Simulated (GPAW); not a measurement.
# Nb (Im-3m) in GPAW: convergence with plane-wave cutoff (eV)

Aim: find how far plane-wave cutoff (eV) must go before the results for Nb settle, at PBEsol. This setting moves, with any that are tied to it; all else stays.

All numbers are computed with GPAW 26.7.0; they aren't measurements. Logs are shortened: lines on timing, memory, paths and dates and some standing lists are left out, and cuts for length are marked. The log counts tension as positive stress, the text compression.

## Step 1: Starting point

The structure is cubic, space group Im-3m (No. 229). Conventional cell: a = 3.328 Å, b = 3.328 Å, c = 3.328 Å, α = 90.00°, β = 90.00°, γ = 90.00°. Nb (site symmetry m-3m) is surrounded by 8 Nb at 2.88 Å.

## Step 2: With plane-wave cutoff (eV) 200

run.py reads:

```python
from ase import Atoms
from ase.dft.bandgap import bandgap
from ase.io import write
from ase.units import GPa
from gpaw import GPAW, PW, setup_paths

setup_paths.insert(0, '.')

atoms = Atoms(['Nb'],
              cell=[[-1.66395, 1.66395, 1.66395],
                    [1.66395, -1.66395, 1.66395],
                    [1.66395, 1.66395, -1.66395]],
              scaled_positions=[[0.0, 0.0, 0.0]],
              pbc=True)

calc = GPAW(mode=PW(200),
            xc='PBEsol',
            kpts={'size': (11, 11, 11), 'gamma': True},
            occupations={'name': 'fermi-dirac', 'width': 0.05},
            nbands=15,
            convergence={'density': 1e-05, 'energy': 1e-05},
            maxiter=100,
            txt='gpaw.txt')
atoms.calc = calc
energy = atoms.get_potential_energy()
forces = atoms.get_forces()
stress = atoms.get_stress()
calc.write('gs.gpw')
write('result.traj', atoms)
print(f'Energy: {energy:.6f} eV')
print('Forces (eV/A):')
print(forces.round(4))
print('Stress (GPa):', (stress / GPa).round(3))
print('Fermi level:', round(calc.get_fermi_level(), 4), 'eV')
print(f'Gap: {bandgap(calc)[0]:.4f} eV, direct: {bandgap(calc, direct=True)[0]:.4f} eV')
```

Potentials or basis: PAW data sets generated in the run's folder for this functional, pw.

Command:

```bash
gpaw-setup -f PBEsol Nb
OMP_NUM_THREADS=1 python run.py
```

gpaw.txt:

```text
__  _  _
 | _ |_)|_||  |
 |__||  | ||/\| - 26.7.0

Input parameters:
  mode=PW(ecut=200.0),
  convergence={'density': 1e-05, 'energy': 1e-05},
  kpts=MonkhorstPack(size=(11, 11, 11), gamma=True),
  maxiter=100,
  nbands=15,
  occupations=Occupations(name='fermi-dirac', width=0.05),
  xc=XC(name='PBEsol')

Diagonalizing LCAO Hamiltonian
Converting LCAO to pw mode

       Nb

Atoms  # Å, Bohr magnetons
|   | symbol |        x |        y |        z |    initial magnetic moments |
|---|--------|----------|----------|----------|-----------------------------|
| 0 |     Nb | 0.000000 | 0.000000 | 0.000000 | ( 0.0000,  0.0000,  0.0000) |

Unit cell  # Å
| periodic |         x |         y |         z |  lengths |     angles |
|----------|-----------|-----------|-----------|----------|------------|
|      yes | -1.663950 |  1.663950 |  1.663950 | 2.882046 | 109.471221 |
|      yes |  1.663950 | -1.663950 |  1.663950 | 2.882046 | 109.471221 |
|      yes |  1.663950 |  1.663950 | -1.663950 | 2.882046 | 109.471221 |

Number of symmetries: 48
Symmetry operations  # r_c * U_cc + t_c -> r_c
|    | kind |            matrix            |
|----|------|------------------------------|
|  0 |  σ   |  1, 1, 1,  0, 0,-1,  0,-1, 0 |
|  1 |  C4  |  1, 1, 1,  0, 0,-1, -1, 0, 0 |
|  2 |  C2  |  1, 1, 1,  0,-1, 0,  0, 0,-1 |
|  3 |  S6  |  1, 1, 1,  0,-1, 0, -1, 0, 0 |
|  4 |  S6  |  1, 1, 1, -1, 0, 0,  0, 0,-1 |
|  5 |  C4  |  1, 1, 1, -1, 0, 0,  0,-1, 0 |
|  6 |  E   |  1, 0, 0,  0, 1, 0,  0, 0, 1 |
|  7 |  σ   |  1, 0, 0,  0, 1, 0, -1,-1,-1 |
|  8 |  σ   |  1, 0, 0,  0, 0, 1,  0, 1, 0 |
|  9 |  C3  |  1, 0, 0,  0, 0, 1, -1,-1,-1 |
| 10 |  C3  |  1, 0, 0, -1,-1,-1,  0, 1, 0 |
| 11 |  σ   |  1, 0, 0, -1,-1,-1,  0, 0, 1 |
| 12 |  σ   |  0, 1, 0,  1, 0, 0,  0, 0, 1 |
| 13 |  C2  |  0, 1, 0,  1, 0, 0, -1,-1,-1 |
| 14 |  C3  |  0, 1, 0,  0, 0, 1,  1, 0, 0 |
| 15 |  S4  |  0, 1, 0,  0, 0, 1, -1,-1,-1 |
| 16 |  S4  |  0, 1, 0, -1,-1,-1,  1, 0, 0 |
| 17 |  C3  |  0, 1, 0, -1,-1,-1,  0, 0, 1 |
| 18 |  C3  |  0, 0, 1,  1, 0, 0,  0, 1, 0 |
| 19 |  S4  |  0, 0, 1,  1, 0, 0, -1,-1,-1 |
| 20 |  σ   |  0, 0, 1,  0, 1, 0,  1, 0, 0 |
| 21 |  C3  |  0, 0, 1,  0, 1, 0, -1,-1,-1 |
| 22 |  C2  |  0, 0, 1, -1,-1,-1,  1, 0, 0 |
| 23 |  S4  |  0, 0, 1, -1,-1,-1,  0, 1, 0 |
[... 119 lines left out ...]

poisson solver:
  ecut: 1600.0  # eV

xc functional:
  name: PBEsol with 2 nearest neighbor stencil

convergence criteria:
- Maximum integral of absolute [dens]ity change: 1e-05 electrons / valence electron
- Maximum [total energy] change in last 3 cyles: 1e-05 eV / valence electron
- Maximum integral of absolute [eigenst]ate change: 4e-08 eV^2 / valence electron
maximum number of iterations: 100

SCF iterations
|iter     | |      energy | eigst |  dens |
|---------|-|-------------|-------|-------|
|iter:   1| |  -11.254221 | -0.62 |       |
|iter:   2| |  -11.138239 | -3.37 | -0.99 |
|iter:   3| |  -10.572247 | -1.97 | -1.03 |
|iter:   4| |  -10.567764 | -4.13 | -1.77 |
|iter:   5| |  -10.567159 | -4.66 | -2.15 |
|iter:   6| |  -10.567156 | -7.41c| -3.57 |
|iter:   7| |  -10.567157c| -9.03c| -4.01 |
|iter:   8| |  -10.567157c| -8.95c| -5.62c|

Converged in 8 steps
Energy contributions relative to reference atoms: (reference = -103848.611998)

Energy contributions:
  Kinetic:           4.605250
  Coulomb:          -9.215916
  Zero:              0.303831
  External:          0.000000
  Xc:               -6.253000
  Entropy:          -0.014643
  Spinorbit:         0.000000
  ----------------------------
  Free energy:     -10.574478
  Extrapolated:    -10.567157

dipole moment: (-6.084054, -6.084054, -6.084054)  # |e|*Ang

Fermi level: 10.883
Eigenvalues  # (at kpt = [0.000, 0.000, 0.000])
| band index |      eig [eV] | occ [0-2] |
|------------|---------------|-----------|
|          0 |       -43.386 |     2.000 |
|          1 |       -18.775 |     2.000 |
|          2 |       -18.775 |     2.000 |
|          3 |       -18.775 |     2.000 |
|          4 |         5.017 |     2.000 |
|          5 |        11.290 |     0.001 |
|          6 |        11.290 |     0.001 |
|          7 |        11.290 |     0.001 |
|          8 |        14.132 |     0.000 |
|          9 |        14.132 |     0.000 |
|         10 |        25.244 |     0.000 |
|         11 |        25.244 |     0.000 |
|         12 |        25.244 |     0.000 |
|        ... |               |           |
|         14 |        35.592 |     0.000 |

No gap
No difference between direct/indirect transitions

Forces  # eV/Ang
|       x |        y |        z |
|---------|----------|----------|
| 0.00000 | -0.00000 | -0.00000 |  # Nb   0

Stress tensor  # eV/Ang^3
|         x |         y |         z |
|-----------|-----------|-----------|
|  0.103841 | -0.000000 | -0.000000 |
| -0.000000 |  0.103841 | -0.000000 |
| -0.000000 | -0.000000 |  0.103841 |

# Writing to gs.gpw (mode='')
```

stdout:

```text
Energy: -10.567157 eV
Forces (eV/A):
[[ 0. -0. -0.]]
Stress (GPa): [16.637 16.637 16.637 -0.    -0.    -0.   ]
Fermi level: 10.8833 eV
Gap: 0.0000 eV, direct: 0.0000 eV
```

Run time: 7.4 s. Hardware: 1 thread of Arm Neoverse V1, shared host; peak memory 0.12 GiB.

What came out:

| Quantity | Value |
| --- | --- |
| Free energy | -10.5745 eV |
| Pressure | -16.6 GPa |
| Band gap on the k mesh | none (metal or under the smearing width) |

## Step 3: With plane-wave cutoff (eV) 250

run.py: that of step 2 with these lines changed.

```diff
@@ -15,3 +15,3 @@
 
-calc = GPAW(mode=PW(200),
+calc = GPAW(mode=PW(250),
             xc='PBEsol',
```

Potentials or basis: PAW data sets generated in the run's folder for this functional, pw.

Command:

```bash
gpaw-setup -f PBEsol Nb
OMP_NUM_THREADS=1 python run.py
```

It took 7.9 s on 1 thread of Arm Neoverse V1, shared host; peak memory 0.12 GiB.

What came out:

- Free energy: -10.8406 eV
- Pressure: -14.0 GPa
- Band gap on the k mesh: none (metal or under the smearing width)

## Step 4: With plane-wave cutoff (eV) 300

run.py: that of step 3 with these lines changed.

```diff
@@ -15,3 +15,3 @@
 
-calc = GPAW(mode=PW(250),
+calc = GPAW(mode=PW(300),
             xc='PBEsol',
```

Command:

```bash
gpaw-setup -f PBEsol Nb
OMP_NUM_THREADS=1 python run.py
```

Wall time 7.9 s (1 thread of Arm Neoverse V1, shared host); peak memory 0.12 GiB.

Results:

- Free energy: -10.9682 eV
- Pressure: -11.4 GPa
- Band gap on the k mesh: none (metal or under the smearing width)

## Step 5: With plane-wave cutoff (eV) 350

run.py: that of step 4 with these lines changed.

```diff
@@ -15,3 +15,3 @@
 
-calc = GPAW(mode=PW(300),
+calc = GPAW(mode=PW(350),
             xc='PBEsol',
```

Command:

```bash
gpaw-setup -f PBEsol Nb
OMP_NUM_THREADS=1 python run.py
```

Run time: 9 s. Hardware: 1 thread of Arm Neoverse V1, shared host; peak memory 0.12 GiB.

What came out:

- Free energy: -11.0248 eV
- Pressure: -9.7 GPa
- Band gap on the k mesh: none (metal or under the smearing width)

## Step 6: With plane-wave cutoff (eV) 400

run.py: that of step 5 with these lines changed.

```diff
@@ -15,3 +15,3 @@
 
-calc = GPAW(mode=PW(350),
+calc = GPAW(mode=PW(400),
             xc='PBEsol',
```

Potentials or basis: PAW data sets generated in the run's folder for this functional, pw.

Command:

```bash
gpaw-setup -f PBEsol Nb
OMP_NUM_THREADS=1 python run.py
```

Run time: 9.2 s. Hardware: 1 thread of Arm Neoverse V1, shared host; peak memory 0.12 GiB.

Results:

```
Free energy            : -11.0441 eV
Pressure               : -8.9 GPa
Band gap on the k mesh : none (metal or under the smearing width)
```

## Step 7: With plane-wave cutoff (eV) 500

run.py: that of step 6 with these lines changed.

```diff
@@ -15,3 +15,3 @@
 
-calc = GPAW(mode=PW(400),
+calc = GPAW(mode=PW(500),
             xc='PBEsol',
```

Command:

```bash
gpaw-setup -f PBEsol Nb
OMP_NUM_THREADS=1 python run.py
```

Run time: 10 s. Hardware: 1 thread of Arm Neoverse V1, shared host; peak memory 0.13 GiB.

It converged, with:

| Item | Value |
| --- | --- |
| Free energy | -11.0547 eV |
| Pressure | -8.5 GPa |
| Band gap on the k mesh | none (metal or under the smearing width) |

## Step 8: With plane-wave cutoff (eV) 600

run.py: that of step 7 with these lines changed.

```diff
@@ -15,3 +15,3 @@
 
-calc = GPAW(mode=PW(500),
+calc = GPAW(mode=PW(600),
             xc='PBEsol',
```

Command:

```bash
gpaw-setup -f PBEsol Nb
OMP_NUM_THREADS=1 python run.py
```

Wall time 15 s (1 thread of Arm Neoverse V1, shared host); peak memory 0.14 GiB.

Results (log left out):

| Quantity | Value |
| --- | --- |
| Free energy | -11.0576 eV |
| Pressure | -8.5 GPa |
| Band gap on the k mesh | none (metal or under the smearing width) |

## Step 9: With plane-wave cutoff (eV) 800

run.py: that of step 8 with these lines changed.

```diff
@@ -15,3 +15,3 @@
 
-calc = GPAW(mode=PW(600),
+calc = GPAW(mode=PW(800),
             xc='PBEsol',
```

Potentials or basis: PAW data sets generated in the run's folder for this functional, pw.

Command:

```bash
gpaw-setup -f PBEsol Nb
OMP_NUM_THREADS=1 python run.py
```

It took 14 s on 1 thread of Arm Neoverse V1, shared host; peak memory 0.15 GiB.

It converged, with:

```
Free energy            : -11.0586 eV
Pressure               : -8.4 GPa
Band gap on the k mesh : none (metal or under the smearing width)
```

## Step 10: With plane-wave cutoff (eV) 1000

run.py: that of step 9 with these lines changed.

```diff
@@ -15,3 +15,3 @@
 
-calc = GPAW(mode=PW(800),
+calc = GPAW(mode=PW(1000),
             xc='PBEsol',
```

Command:

```bash
gpaw-setup -f PBEsol Nb
OMP_NUM_THREADS=1 python run.py
```

Run time: 25 s. Hardware: 1 thread of Arm Neoverse V1, shared host; peak memory 0.17 GiB.

It converged, with:

```yaml
Free_energy: -11.0586 eV
Pressure: -8.4 GPa
Band_gap_on_the_k_mesh: none (metal or under the smearing width)
```

## Step 11: Result

```
plane-wave cutoff (eV)  energy less the tightest run, at zero smearing (meV/atom)  pressure (GPa)  SCF cycles  CPU time (s)  peak memory (GiB)
                   200                                                     484.16          -16.64           8           7.4               0.12
                   250                                                     217.93          -14.00           8           7.9               0.12
                   300                                                      90.34          -11.36           8           7.9               0.12
                   350                                                      33.81           -9.66           8             9               0.12
                   400                                                      14.46           -8.90           8           9.2               0.12
                   500                                                       3.92           -8.53           8            10               0.13
                   600                                                       0.95           -8.45           8            15               0.14
                   800                                                       0.01           -8.40           8            14               0.15
                  1000                                                       0.00           -8.40           8            25               0.17
```

Against the tightest run, the energy stays within 1 meV/atom from 600 on; the pressure stays within 0.1 GPa from 600 on. The tightest run that finished is the yardstick and may itself not be fully converged.
